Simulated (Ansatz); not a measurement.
HgS (started from an entry of an open crystallographic database), relaxed with r2SCAN, was run in the plane-wave code Ansatz under altered settings. All numbers are computed, without spin polarisation but where a row says otherwise.

```yaml
crystal:
  lattice:
    - [0.00000, 2.96519, 2.96519]
    - [2.96519, 0.00000, 2.96519]
    - [2.96519, 2.96519, 0.00000]
  atoms:
    - { symbol: Hg, position: [0.00000, 0.00000, 0.00000] }
    - { symbol: S, position: [0.25000, 0.25000, 0.25000] }
```

The base run's other keys:
```yaml
kpoints:
  mp_grid: { grid: [4, 4, 4] }
hamiltonian:
  xc: hse06
scf:
  occupations: { method: fermi_dirac, width: 0.02 }
  n_extra_bands: 4
```

It takes 15 iterations with 965 plane waves at 420 eV and 8 k points, and leaves a mean stress of -0.08 GPa. The gap over this mesh is 0.391 eV. It ran on 4 threads of Arm Neoverse N1, on a shared host.

Outcomes, with energy and stress as changes against the base:

| setting | outcome | ΔF (meV/atom) | Δ mean stress (GPa) | gap on the mesh (eV) | iterations | wall time |
| --- | --- | --- | --- | --- | --- | --- |
| scf.exx.ecutfock_ratio: 2 | converged | 0.0 | 0.0 | 0.391 | 15 | 8.9 s |
| PBE hybrid, exx coeff 0.2, omega 0.3 1/Å | converged | – | +0.6 | 0.050 | 14 | 9.4 s |
| PBE hybrid, exx coeff 0.75, omega 0.5 1/Å | converged | – | -1.2 | 1.004 | 21 | 11 s |
| PBE hybrid, exx coeff 0.35, unscreened | converged | – | -0.8 | 1.728 | 21 | 9.9 s |
| PBE hybrid, exx coeff 1.5, unscreened | refused | – | – | – | – | 0.04 s |
| scf.eigensolver.kind: dense | converged | 0.0 | 0.0 | 0.391 | 14 | 53 s |

A dash marks a value that wasn't obtained or can't be compared. Stress is positive in compression. The base took 9.2 s.

- PBE hybrid, exx coeff 0.2, omega 0.3 1/Å. That is 20 % exact exchange, screened with ω = 0.3 1/Å, against HSE06's 25 % screened at 0.208 1/Å. The mean stress moves by +0.6 GPa and the gap on the mesh by -0.341 eV (to 0.050). Totals of different functionals aren't comparable.
- PBE hybrid, exx coeff 0.75, omega 0.5 1/Å. That is 75 % exact exchange, screened with ω = 0.5 1/Å, against HSE06's 25 % screened at 0.208 1/Å. The mean stress moves by -1.2 GPa and the gap on the mesh by +0.613 eV (to 1.004). Totals of different functionals aren't comparable.
- PBE hybrid, exx coeff 0.35, unscreened. That is 35 % exact exchange, at all ranges, against HSE06's 25 % screened at 0.208 1/Å. The mean stress moves by -0.8 GPa and the gap on the mesh by +1.337 eV (to 1.728). Totals of different functionals aren't comparable.
- PBE hybrid, exx coeff 1.5, unscreened. The program doesn't start. Error: invalid value for `hamiltonian.xc.exx.coeff`: must be finite and in (0, 1]; got 1.5

Within 1 meV an atom, 0.1 GPa and 0.005 eV of the base stay: scf.exx.ecutfock_ratio: 2; scf.eigensolver.kind: dense.

Spin-orbit coupling is left out; in compounds of Pb, Bi, Tl or Hg it can lower a gap by up to about 1 eV, split its edges or invert the bands.

The program warns that its thresholds are loose for a hybrid's stress.

The meshes of the hybrids are coarse, so their gaps aren't converged to the digits shown.
